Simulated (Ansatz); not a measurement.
## Re in Ansatz: the effect of functional

Re:

```
Re
1.0
     2.76080    0.00000    0.00000
    -1.38040    2.39092    0.00000
     0.00000    0.00000    4.45820
Re
2
Cartesian
  1.3804 0.7970 3.3436
  0.0000 1.5939 1.1145
```

Alike in all runs:

| Property | Result |
| --- | --- |
| Program | Ansatz 0.2.0 |
| Task | band structure |
| Potentials or basis | all-electron LAPW, scalar-relativistic |
| Cutoff | 281 eV (chosen from the basis error) |
| Basis error allowed | 0.001 eV/atom |
| k mesh | 11 × 11 × 6 |
| Occupations | fermi-dirac, width 0.05 eV |
| Spin | no spin polarisation |

```tsv
functional	pressure (GPa)
LDA	-10.0
PBEsol	?
RPBE	10.0
revPBE	8.9
BLYP	19.6
```

Question: What does the run with functional PBEsol give?

Answer: Pressure -4.1 GPa.

Runs at the PBE level aren't shown here.
